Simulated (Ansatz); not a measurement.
Runs of Ansatz 0.2.0 on ZrSe2. It takes space group P-3m1 (No. 164, trigonal). Conventional cell: a = 3.798 Å, b = 3.798 Å, c = 6.192 Å, α = 90.00°, β = 90.00°, γ = 120.00°. Around Zr (site symmetry -3m) lie 6 Se at 2.68 Å. Se (site symmetry 3m) has 3 Zr at 2.68 Å as nearest neighbours. 

```tsv
task	level	U	cell	cutoff (eV)	gap on the mesh (eV)	pressure (GPa)	largest force (eV/Å)
density of states	PBEsol+U	Zr d U = 4 eV	as given	216	(d)	2.4	0.33
density of states	PBEsol+U	Zr d U = 2 eV	as given	216	0.64	0.4	0.20
relaxation of cell and atoms	PBEsol	-	relaxed to 30 GPa	-	-	30.0	0.01
density of states	PBEsol+U	Zr d U = 6 eV	as given	216	1.53	(b)	0.48
relaxation of cell and atoms	PBEsol	-	relaxed to 10 GPa	-	-	10.0	-
density of states	PBEsol	-	as given	216	0.36	(c)	0.08
relaxation of cell and atoms	PBEsol	-	relaxed	-	-	0.0	-
relaxation of cell and atoms	PBEsol	-	relaxed to 5 GPa	-	-	5.0	-
relaxation of cell and atoms	PBEsol	-	relaxed to 20 GPa	-	-	20.0	-
density of states	PBEsol+U	Zr d U = 8 eV	as given	216	(a)	6.7	0.66
```

Alike in all rows: potentials or basis all-electron LAPW, scalar-relativistic; no spin polarisation; k mesh 8 × 8 × 5; smearing fermi-dirac 0.05 eV; basis error allowed 0.002 eV/atom.

**Question.** Fill in the values left out.

**Answer.** (a) 2.17; (b) 4.5; (c) -1.2; (d) 1.02.

Caveats: this functional lacks dispersion, which binds the layers, so the pressure and a relaxed spacing across them are unreliable; an odd mesh through Γ misses points on the zone boundary, where band edges often lie (some runs); the density of states is complete only up to the lowest level of the last band computed (some runs); U is the effective U less J, on atomic orbitals that reach past the spheres (some runs).

A k mesh can miss the band edges, and the runs leave out spin-orbit coupling on Se, Zr.

The runs don't all hold the same shells in valence.

Runs at the PBE level aren't shown here.
